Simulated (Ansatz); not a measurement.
# CsH (Pm-3m) in Ansatz: notebook

One crystal, CsH, is run at these levels: PBE0, r2SCAN0; tasks: band structure.

Program: Ansatz 0.2.0. These are calculated values, not measurements. Logs are shortened: lines on timing, memory, paths and dates and some standing lists are left out, and cuts for length are marked.

**1. The structure**

It takes space group Pm-3m (No. 221, cubic). Conventional cell: a = 3.818 Å, b = 3.818 Å, c = 3.818 Å, α = 90.00°, β = 90.00°, γ = 90.00°. Cs (site symmetry m-3m) has 8 H at 3.31 Å as nearest neighbours. H (site symmetry m-3m) is surrounded by 8 Cs at 3.31 Å.

The cell comes from a database or a generator and needn't be the stable form of this composition.

**2. Band structure, PBE0**

File input.yaml:

```yaml
crystal:
  lattice:
    - [3.81840854, 0.0, 0.0]
    - [0.0, 3.81840854, 0.0]
    - [0.0, 0.0, 3.81840854]
  atoms:
    - { symbol: Cs, position: [0.0, 0.0, 0.0] }
    - { symbol: H, position: [0.5, 0.5, 0.5] }
hamiltonian:
  xc: pbe0
  pseudopotentials: { kind: paw }
kpoints:
  mp_grid: { grid: [4, 4, 4] }
  band_path:
    path:
      - [[0.0, 0.0, 0.0], [0.0, 0.5, 0.0], [0.5, 0.5, 0.0], [0.0, 0.0, 0.0], [0.5, 0.5, 0.5], [0.0, 0.5, 0.0]]
      - [[0.5, 0.5, 0.0], [0.5, 0.5, 0.5]]
    npoints: 4
scf:
  occupations: { method: fermi_dirac, width: 0.05 }
  n_extra_bands: 6
output:
  forces: true
  stress: true
  eigenvalues: true
  fatbands: false
```

Potentials or basis: Ansatz PAW.

On the command line:

```sh
$ ansatz run input.yaml --threads 2 --pin off --max-ram 5632MiB --backend cpu --events-out ev --progress --plain --runs-dir out
```

The log of the run:

```text
Warning: output.stress: scf.convergence.dr2_threshold = 1e-7 eV (the SCF's general default) is looser than the 2e-10 eV advised for a printed stress (1e-10 eV for each atom of the cell: 2). What an SCF threshold leaves in a stress goes as its square root, and in the free energy as the threshold itself, and one threshold admits the most on a small cell: of the crystals measured, under no hybrid functional and no lock of the moments, on runs that ended without the residual-converged pass, on stresses that held no estimate of that error, the worst erred by over 100 MPa in a component at 1e-7 eV an atom and by under 5 at 1e-10. Set scf.convergence.dr2_threshold to 2e-10 eV or tighter. The threshold is an SCF's pass mark: one that does not reach it within its budget of iterations ends unconverged, or closes short of it on a stop that the run arms, and scf.convergence.dr2_threshold's page says what that costs each kind of run
Warning: output.stress: scf.exx.energy_threshold = 1e-6 eV is looser than the 2e-8 eV advised for a stress under a hybrid functional (1e-8 eV for each atom of the cell: 2). Every SCF of the exchange loop can meet its threshold on dr2 while the loop round them stops early: no threshold on dr2 bounds what that leaves in the stress. Set scf.exx.energy_threshold to 2e-8 eV or tighter. The threshold is the loop's pass mark: a loop that does not reach it within its budget of cycles ends unconverged, and scf.exx.energy_threshold's page has the law
Warning: RAYON_NUM_THREADS=2 ignored (pool sized by the plan → 2); use --threads N
scf.n_extra_bands = 6 over 5 filled bands (N_el = 10.0): the run solves 11 bands
Engine: ansatz 0.2.0, x86_64-unknown-linux-gnu
Pseudopotentials: kind: paw
Pseudopotential: Cs, paw, valence charge 9, recommended cutoff 420 eV (normal), Cs.paw.azcp
Pseudopotential: H, paw, valence charge 1, recommended cutoff 420 eV (normal), H.paw.azcp
Functional definition: PBE0
  parameter a = 0.25
  parameter kappa = 0.804
  parameter beta = 0.06672455060314922
  exchange = (1 - a)*pbe_x(kappa = kappa, mu = beta*pi^2/3) + a*exact_x
  correlation = pbe_c(beta = beta)
Crystal: 2 atoms, lattice volume = 55.673 Å³
Basis set: ecut = 420 eV, 1045 PW (Γ), exchange–correlation on 54×54×54 points (8 copies of the dense FFT grid, shifted against one another)
Bands: 11, of which v1, the nominal top of the filled ones, is band 5 counted from 1 (4 counted from 0)
Symmetry: 48 space group operations
Space group: Pm-3m (ITA 221), of the structure as read, at distance tolerance 3.8e-5 Å
k-points: 10 of 64
Non-local potential: Cs, projectors of the file, l = 0: 3, l = 1: 2, l = 2: 2, l = 3: 2
Non-local potential: H, projectors of the file, l = 0: 2, l = 1: 1
PAW form: soft (Blöchl's): semilocal exchange-correlation on the pseudo side does not see the compensation charge
PAW frozen core: Cs, regenerated for the run's functional, and the local potential with it (the file was generated under x = pbe(κ = 0.804, μ = 0.2195149727645171), c = pbe(β = 0.06672455060314922))
PAW one-centre angular grid: Cs, 194 points (default); XC on 64 Gauss nodes
[... 14 lines left out ...]
preconditioner: auto → none  [insulator: Δε(μ)=4.294 eV  Ē_g=15.083 eV  σ=0.050 eV  W_gap=1.00  n_scr=6 (ndim 8)  ℏωp=14.1 eV  f_vac=0.000  D(μ)=0.00/eV (n_scr^D=0)]
SCF iter   2: F=—  HF=-5690.898864 eV  |F-HF|=—  |Δ(HF+E_count)|=   4.24e-4  Δρ=7.48e-4  dr2=4.21e-4  ethr=1.01e-5  ⟨swp⟩=2.8  Hψ=178  notcnv=0
SCF iter   3: F=—  HF=-5690.900855 eV  |F-HF|=—  |Δ(HF+E_count)|=   1.99e-3  Δρ=3.35e-4  dr2=8.24e-5  ethr=1.37e-6  ⟨swp⟩=3.2  Hψ=203  notcnv=0
iter 4 solved again at ethr=3.38e-8 eV; its pass at ethr=7.10e-7 eV (dr2=3.38e-6 eV) is discarded
SCF iter   4: F=—  HF=-5690.900857 eV  |F-HF|=—  |Δ(HF+E_count)|=   2.10e-6  Δρ=9.60e-5  dr2=9.80e-6  ethr=3.38e-8  ⟨swp⟩=4.0  Hψ=439  notcnv=0
SCF iter   5: F=—  HF=-5690.900890 eV  |F-HF|=—  |Δ(HF+E_count)|=   3.35e-5  Δρ=4.11e-5  dr2=2.03e-6  ethr=3.38e-8  ⟨swp⟩=3.0  Hψ=205  notcnv=0
SCF iter   6: F=-5690.900890 eV  HF=-5690.900890 eV  |F-HF|=7.22e-8  |Δ(HF+E_count)|=   3.55e-7  Δρ=5.44e-6  dr2=4.66e-7  ethr=1.57e-8  ⟨swp⟩=3.2  Hψ=189  notcnv=0
SCF 2 stopped early in 6 iterations: F = -5690.900890 eV  dr2 = 4.66e-7
hybrid outer 1: dexx = +2.143e-3 eV, tail = 3.78e-6 eV
Frozen-core exchange: fock
SCF iter   1: F=—  HF=-5690.900961 eV  |F-HF|=—  |Δ(HF+E_count)|=         —  Δρ=2.13e-5  dr2=1.70e-7  ethr=1.89e-7  ⟨swp⟩=5.8  Hψ=357  notcnv=0
preconditioner: auto → none  [insulator: Δε(μ)=4.300 eV  Ē_g=15.109 eV  σ=0.050 eV  W_gap=1.00  n_scr=6 (ndim 8)  ℏωp=14.1 eV  f_vac=0.000  D(μ)=0.00/eV (n_scr^D=0)]
SCF iter   2: F=—  HF=-5690.900961 eV  |F-HF|=—  |Δ(HF+E_count)|=   1.02e-8  Δρ=7.66e-6  dr2=1.81e-8  ethr=1.53e-9  ⟨swp⟩=3.1  Hψ=179  notcnv=0
SCF iter   3: F=-5690.900961 eV  HF=-5690.900961 eV  |F-HF|=2.31e-9  |Δ(HF+E_count)|=   6.11e-8  Δρ=2.22e-6  dr2=3.95e-9  ethr=7.32e-11  ⟨swp⟩=4.4  Hψ=335  notcnv=0  defer=3
SCF 3 converged in 3 iterations: F = -5690.900961 eV  dr2 = 3.95e-9
  Residual-converged pass: ⟨swp⟩=3.0  Hψ=187  notcnv=0  max |occ|·‖R‖ = 2.4e-6 eV (tolerance 2.4e-6 eV)  dr2=3.95e-9  dr2_onsite=3.73e-11  max |Δocc| = 0.0e0
hybrid outer 2: dexx = +1.014e-7 eV, tail = 9.99e-9 eV, Δε = 6.43e-4 eV (about 3.14e-5 eV left of the loop's levels)
NSCF: frozen V_eff on 26 k-points
hybrid SCF converged: 2 outer / 9 inner (+2 warm-up), last move |dexx| = 1.01e-7 eV, tail = 9.99e-9 eV
Stability not checked: this state was not tested for a lower state beside it, because the functional holds exact exchange (a hybrid, or Hartree-Fock), whose exchange loop this test does not read (fock_operator; see scf.lower_state_search)
Free energy (F): -5690.900961 eV
Frozen-core exchange: fock
Harris-Foulkes:  -5690.900961 eV  (|F-HF|=2.31e-9)
Internal energy: -5690.900961 eV  (E = F + TS)
E sigma→0 (E₀):  -5690.900961 eV
Fermi energy:    5.514651 eV
--- Per-component energies (eV) ---
  E_band       = -67.955412
  E_kinetic    = 155.287095
  E_local      = -234.913116  (includes V_loc(G=0)·N_el)
  E_nonlocal   = 31.330364
  E_hartree    = 78.065712
  E_xc         = -141.499054
  E_vxc        = -107.163834  (∫ρ·V_xc dr)
  E_exx        = -21.813085  (= α·E_x^exact, valence–valence)
  E_paw        = -5091.289070  (= ΣΔE_a)
  E_vpaw       = -24.999825  (= ΣTr[D̂ρ^β])
  E_aug_tail   = -0.001045  (compensation charges beyond the density's cutoff)
  E_ewald      = -465.908117
  E_core_change = -0.160644  (= ΣΔE_core)
  E_smearing   = -0.000000  (= −TS)
  E_closure    = -0.000000  (closes the sum)
  Σ components = -5690.900961   (vs F -5690.900961, Δ=0.00e0)
--- Forces (eV/Å), atoms counted from 1 ---
  atom   1  Cs     0.00000000     0.00000000     0.00000000
  atom   2  H      0.00000000    -0.00000000    -0.00000000
  max |Σ_I F_I| component: 5.92e-31 eV/Å
--- Stress (GPa, compression-positive) ---
        0.106883       0.000000       0.000000
        0.000000       0.106883       0.000000
        0.000000       0.000000       0.106883
  P = ⅓ Tr σ = 0.1069 GPa (1.069 kbar)
--- Band table (eV; the first three rows and the last of 10) ---
  k-point 0: bands = ["-19.9633", "-4.9804", "-4.9804", "-4.9804", "1.2140", "8.5190", "8.5190", "12.5699", "14.9567", "14.9567", "14.9567"]
  k-point 1: bands = ["-19.8779", "-5.8944", "-4.8985", "-4.8985", "2.0977", "8.8810", "8.9123", "12.1894", "12.4359", "12.4359", "15.1788"]
  k-point 2: bands = ["-19.7889", "-6.6393", "-4.8138", "-4.8138", "3.0885", "7.6990", "9.3578", "11.3463", "11.3463", "14.1807", "15.4424"]
  k-point 9: bands = ["-19.4672", "-6.0274", "-6.0274", "-6.0274", "3.3991", "7.7545", "7.7545", "7.7545", "16.6709", "16.6709", "16.6709"]
```

bands.tsv:

```text
# k_distance	band_0	band_1	band_2	band_3	band_4	band_5	band_6	band_7	band_8	band_9	band_10
# fermi_ev = 5.514644
# lock_threshold_ev = 1e-6
# [0, 0, 0] at k_distance = 0.000000
[... 17 lines left out ...]
1.028437	-25.280299	-12.103665	-10.571874	-10.306863	-2.565651	2.541683	4.192171	5.474205	5.943902	9.075178	9.446818
[... 16 lines left out ...]
5.397628	-25.139540	-11.783187	-11.783187	-10.177585	-3.465702	4.142054	6.113155	6.357757	6.357757	6.850376	6.850376
5.603315	-25.117124	-11.749301	-11.749301	-10.402813	-3.323116	4.778150	4.837491	4.837491	5.377605	8.515926	8.515926
5.809003	-25.062071	-11.665553	-11.665553	-10.906001	-2.922625	3.451646	3.451646	3.995660	6.499413	10.102376	10.102376
6.014690	-25.005642	-11.578857	-11.578857	-11.363436	-2.397637	2.552344	2.552344	2.767797	8.905820	10.925586	10.925586
6.220377	-24.981851	-11.542023	-11.542023	-11.542023	-2.115516	2.239879	2.239879	2.239879	11.156240	11.156240	11.156240
```

It took 65 s on 2 threads of Intel Xeon Platinum 8259CL at 2.50GHz (Skylake/Cascade Lake), shared host; peak memory 0.73 GiB.

Results:

| Quantity | Value |
| --- | --- |
| Free energy | -5690.9010 eV |
| Pressure | 0.1 GPa |
| Band gap on the k mesh | 4.30 eV, indirect (least direct gap 4.36 eV) |
| Band gap along the path | 4.30 eV, indirect (least direct gap 4.36 eV) |

Levels at the corners of the path, in eV from the valence-band top:
```csv
point,band 3,band 4,band 5,band 6,band 7,band 8
Γ,-8.38,-8.38,-2.19,5.12,5.12,9.17
X,-8.21,-8.21,-0.31,4.30,5.96,7.95
M,-9.67,-8.06,-1.35,6.26,8.23,8.47
Γ,-8.38,-8.38,-2.19,5.12,5.12,9.17
R,-9.43,-9.43,0.00,4.36,4.36,4.36
X,-8.21,-8.21,-0.31,4.30,5.96,7.95
M,-9.67,-8.06,-1.35,6.26,8.23,8.47
R,-9.43,-9.43,0.00,4.36,4.36,4.36
```

Caveat: spin-orbit coupling is left out, which moves the levels of the heavy elements; the PAW data sets come from PBE, with cores solved anew for the run's functional, which leaves a small shift of forces and pressure; the thresholds are loose for stress.

**3. Band structure, r2SCAN0**

input.yaml, as its differences from that of step 2:

```diff
@@ -9,3 +9,3 @@
 hamiltonian:
-  xc: pbe0
+  xc: r2scan0
   pseudopotentials: { kind: paw }
@@ -26 +26,5 @@
   fatbands: false
+  write_density: true
+  write_potential: true
+  elf: true
+  volumetric_format: npy
```

Potentials or basis: Ansatz PAW.

On the command line:

```sh
$ ansatz run input.yaml --threads 2 --pin off --max-ram 5632MiB --backend cpu --events-out ev --progress --plain --runs-dir out
```

Wall time 78 s (2 threads of Intel Xeon Platinum 8259CL at 2.50GHz (Skylake/Cascade Lake), shared host); peak memory 0.93 GiB.

It converged, with:

```yaml
Free_energy: -5702.6338 eV
Pressure: -0.2 GPa
Band_gap_on_the_k_mesh: 4.62 eV, direct
Band_gap_along_the_path: 4.62 eV, direct
```

Levels at the corners of the path, in eV from the valence-band top:
| point | band 1 | band 2 | band 3 | band 4 | band 5 | band 6 | band 7 | band 8 | band 9 | band 10 |
| --- | --- | --- | --- | --- | --- | --- | --- | --- | --- | --- |
| Γ | -23.79 | -8.54 | -8.54 | -8.54 | -2.13 | 5.40 | 5.40 | 9.65 | 11.96 | 11.96 |
| X | -23.61 | -10.22 | -8.37 | -8.37 | -0.30 | 4.65 | 6.24 | 8.28 | 8.28 | 11.21 |
| M | -23.44 | -9.84 | -9.84 | -8.22 | -1.33 | 6.61 | 8.56 | 8.84 | 8.84 | 9.33 |
| Γ | -23.79 | -8.54 | -8.54 | -8.54 | -2.13 | 5.40 | 5.40 | 9.65 | 11.96 | 11.96 |
| R | -23.28 | -9.60 | -9.60 | -9.60 | 0.00 | 4.62 | 4.62 | 4.62 | 13.85 | 13.85 |
| X | -23.61 | -10.22 | -8.37 | -8.37 | -0.30 | 4.65 | 6.24 | 8.28 | 8.28 | 11.21 |
| M | -23.44 | -9.84 | -9.84 | -8.22 | -1.33 | 6.61 | 8.56 | 8.84 | 8.84 | 9.33 |
| R | -23.28 | -9.60 | -9.60 | -9.60 | 0.00 | 4.62 | 4.62 | 4.62 | 13.85 | 13.85 |

Caveat: spin-orbit coupling is left out, which moves the levels of the heavy elements; the PAW data sets come from PBE, with cores solved anew for the run's functional, which leaves a small shift of forces and pressure; the thresholds are loose for stress.
